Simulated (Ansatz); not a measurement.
# Ir: the cost of one run

Program: Ansatz 0.2.0. Level of theory: DFT PBEsol, scalar-relativistic, plane waves, PAW. These are calculated values, not measurements.

The COD entry's cell or inner coordinates are ideal or old and differ from later refinements, so a difference from it is no clean test against experiment.

1 further run of the same task is left out (set aside as unsound or not needed).

### Step 1. Starting point

It takes space group Fm-3m (No. 225, cubic). The conventional cell has a = 3.830 Å, b = 3.830 Å, c = 3.830 Å, α = 90.00°, β = 90.00°, γ = 90.00°. Ir (site symmetry m-3m) is surrounded by 12 Ir at 2.71 Å.

As a file:

```xyz
1
Lattice="0.0000 1.9151 1.9151 1.9151 0.0000 1.9151 1.9151 1.9151 0.0000" Properties=species:S:1:pos:R:3 pbc="T T T"
Ir    0.0000    0.0000    0.0000
```

It is the result of an earlier relaxation at this level (volume 14.05 Å³/atom; gap on the mesh: none (metal)).

### Step 2. Building the stripe of 3 rows

A (001) slab of 4 planes in a 6×1 cell, the lower planes held; added atoms sit on lattice sites of the next plane. Energies count from bulk atoms, -11799.0418 eV an atom, and the flat slab, -283157.9109 eV.

The cell holds 27 Ir: a = 16.250 Å, b = 2.708 Å, c = 19.661 Å, α = 90.00°, β = 90.00°, γ = 90.00°.

### Step 3. Relaxing it

input.yaml

```yaml
crystal:
  lattice:
    - [16.2504120812, 0.0, 0.0]
    - [0.0, 2.7084020135, 0.0]
    - [0.0, 0.0, 19.6605177198]
  atoms:
    - { symbol: Ir, position: [0.0, 0.0, 0.0762950407] }
    - { symbol: Ir, position: [0.0833333333, 0.5, 0.1737049593] }
    - { symbol: Ir, position: [0.1666666667, 0.0, 0.0762950407] }
    - { symbol: Ir, position: [0.25, 0.5, 0.1737049593] }
    - { symbol: Ir, position: [0.3333333333, 0.0, 0.0762950407] }
    - { symbol: Ir, position: [0.4166666667, 0.5, 0.1737049593] }
    - { symbol: Ir, position: [0.5, 0.0, 0.0762950407] }
    - { symbol: Ir, position: [0.5833333333, 0.5, 0.1737049593] }
    - { symbol: Ir, position: [0.6666666667, 0.0, 0.0762950407] }
    - { symbol: Ir, position: [0.75, 0.5, 0.1737049593] }
    - { symbol: Ir, position: [0.8333333333, 0.0, 0.0762950407] }
    - { symbol: Ir, position: [0.9166666667, 0.5, 0.1737049593] }
    - { symbol: Ir, position: [0.0, 0.0, 0.2711148778] }
    - { symbol: Ir, position: [0.0833333333, 0.5, 0.3685247964] }
    - { symbol: Ir, position: [0.1666666667, 0.0, 0.2711148778] }
    - { symbol: Ir, position: [0.25, 0.5, 0.3685247964] }
    - { symbol: Ir, position: [0.3333333333, 0.0, 0.2711148778] }
    - { symbol: Ir, position: [0.4166666667, 0.5, 0.3685247964] }
    - { symbol: Ir, position: [0.5, 0.0, 0.2711148778] }
    - { symbol: Ir, position: [0.5833333333, 0.5, 0.3685247964] }
    - { symbol: Ir, position: [0.6666666667, 0.0, 0.2711148778] }
    - { symbol: Ir, position: [0.75, 0.5, 0.3685247964] }
    - { symbol: Ir, position: [0.8333333333, 0.0, 0.2711148778] }
    - { symbol: Ir, position: [0.9166666667, 0.5, 0.3685247964] }
    - { symbol: Ir, position: [0.0, 0.0, 0.465934715] }
    - { symbol: Ir, position: [0.1666666667, 0.0, 0.465934715] }
    - { symbol: Ir, position: [0.3333333333, 0.0, 0.465934715] }
basis:
  ecutwfc: 420
kpoints:
  mp_grid: { grid: [2, 12, 1] }
hamiltonian:
  xc: pbesol
scf:
  occupations: { method: gaussian, width: 0.1 }
output:
  forces: true
  eigenvalues: true
  populations: true
  write_density: true
  write_potential: true
  elf: true
  volumetric_format: npy
relax:
  adjacent_minimum: "off"
  f_tol: 0.02
  max_steps: 45
  constraints: [{ sites: [0, 1, 2, 3, 4, 5, 6, 7, 8, 9, 10, 11] }]
efield:
  axis: 3
  dipole_correction: true
  ramp_width: 0.04
```

Command:

```
> ansatz run input.yaml --threads 4 --pin off --max-ram 11264MiB --backend cpu --events-out ev --progress --plain --runs-dir out
```

What time and memory should one allow on 4 threads of AMD EPYC 7R43 (Zen 3), shared host?

About 16 min, with a peak of 5.4 GiB.
